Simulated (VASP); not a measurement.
## Li2S: equation of state with PBE

The system is Li2S.

```xyz
3
Lattice="0.0000 2.8445 2.8445 2.8445 0.0000 2.8445 2.8445 2.8445 0.0000" Properties=species:S:1:pos:R:3 pbc="T T T"
S     0.0000    0.0000    0.0000
Li    4.2668    4.2668    4.2668
Li    1.4223    1.4223    1.4223
```

```
Program             : VASP 6.6.1
Task                : equation of state
Functional          : PBE
Potentials or basis : VASP PAW PBE potentials, release 64 (S, Li_sv)
Cutoff              : 520 eV
k mesh              : 8 × 8 × 8
Occupations         : fermi-dirac, width 0.05 eV
Spin                : no spin polarisation
```

- Equilibrium volume: 15.49 Å³/atom
- Bulk modulus: 41 GPa
- Pressure derivative of the bulk modulus: 3.9

Energy against volume, from the lowest point:
```
volume (Å³/atom)  energy (meV/atom)
          14.423              10.30
          14.730               4.97
          15.037               1.59
          15.344               0.00
          15.650               0.03
          15.957               1.54
          16.264               4.37
```

All runs of the series together: 3.1 min on 1 thread of AMD EPYC 7R13 Processor (Zen 3) (shared host).

Caveat: the cutoff is under 1.25 times the usual one of these potentials, so pressure, stress and relaxed cells hold a basis-set (Pulay) error. Zero-point motion and thermal expansion aren't in these numbers.
